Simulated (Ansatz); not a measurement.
# SnSe (buck sheet): the cost of one run

Program: Ansatz 0.2.0. Level of theory: DFT PBE, scalar-relativistic, plane waves, PAW. These are calculated values, not measurements.

3 further runs of the same task are left out: 1 that didn't finish, 2 set aside as unsound or not needed. Runs told in other sessions of the task aren't counted.

## 1. The system as given

The structure is trigonal, space group P3m1 (No. 156). The conventional cell has a = 3.914 Å, b = 3.914 Å, c = 26.904 Å, α = 90.00°, β = 90.00°, γ = 120.00°. Sn (site symmetry 3m) has 3 Se at 2.74 Å in its first shell of neighbours. Around Se (site symmetry 3m) lie 3 Sn at 2.74 Å.

Structure file:

```xyz
2
Lattice="3.9143 0.0000 0.0000 -1.9571 3.3899 0.0000 0.0000 0.0000 26.9037" Properties=species:S:1:pos:R:3 pbc="T T T"
Sn    0.0000    2.2599    8.4902
Se    1.9571    1.1300   10.0454
```

This sheet was relaxed beforehand with the same method; its gap on the mesh is 2.26 eV.

## 2. Building the armchair ribbon, N = 5

The ribbon is cut from the relaxed sheet, periodic along c; N counts formula units a period. The edge energy is the mean of both edges over the sheet, -5746.9815 eV an atom.

The cell holds 5 Sn, 5 Se: a = 16.800 Å, b = 10.900 Å, c = 6.780 Å, α = 90.00°, β = 90.00°, γ = 90.00°.

## 3. Relaxation

Pressure and volume refer to the whole cell with its vacuum; only the period along c may change.

The input, input.yaml:

```yaml
crystal:
  lattice:
    - [16.8, 0.0, 0.0]
    - [0.0, 10.9, 0.0]
    - [0.0, 0.0, 6.7797009239]
  atoms:
    - { symbol: Sn, position: [0.6164958974, 0.4286591271, 0.3333333333] }
    - { symbol: Sn, position: [0.7329917948, 0.4286591271, 0.8333333333] }
    - { symbol: Sn, position: [0.3835041026, 0.4286591271, 0.3333333333] }
    - { symbol: Sn, position: [0.5, 0.4286591271, 0.8333333333] }
    - { symbol: Sn, position: [0.2670082052, 0.4286591271, 0.8333333333] }
    - { symbol: Se, position: [0.7329917948, 0.5713408729, 0.1666666667] }
    - { symbol: Se, position: [0.5, 0.5713408729, 0.1666666667] }
    - { symbol: Se, position: [0.6164958974, 0.5713408729, 0.6666666667] }
    - { symbol: Se, position: [0.2670082052, 0.5713408729, 0.1666666667] }
    - { symbol: Se, position: [0.3835041026, 0.5713408729, 0.6666666667] }
basis:
  ecutwfc: 420
kpoints:
  mp_grid: { grid: [1, 1, 5] }
hamiltonian:
  xc: pbe
scf:
  occupations: { method: gaussian, width: 0.05 }
output:
  forces: true
  stress: true
  eigenvalues: true
  populations: true
  write_density: true
  write_potential: true
  elf: true
  volumetric_format: npy
relax:
  adjacent_minimum: "off"
  f_tol: 0.02
  max_steps: 45
  cell: { fix: [a, b, alpha, beta, gamma], stress_tol: 0.03 }
```

Command:

```
> ansatz run input.yaml --threads 4 --pin off --max-ram 11264MiB --backend cpu --events-out ev --progress --plain --runs-dir out
```

Q: Estimate wall time and peak memory on 4 threads of Intel Xeon Platinum 8488C (Sapphire Rapids), shared host.

About 5.5 min, with a peak of 1.9 GiB.
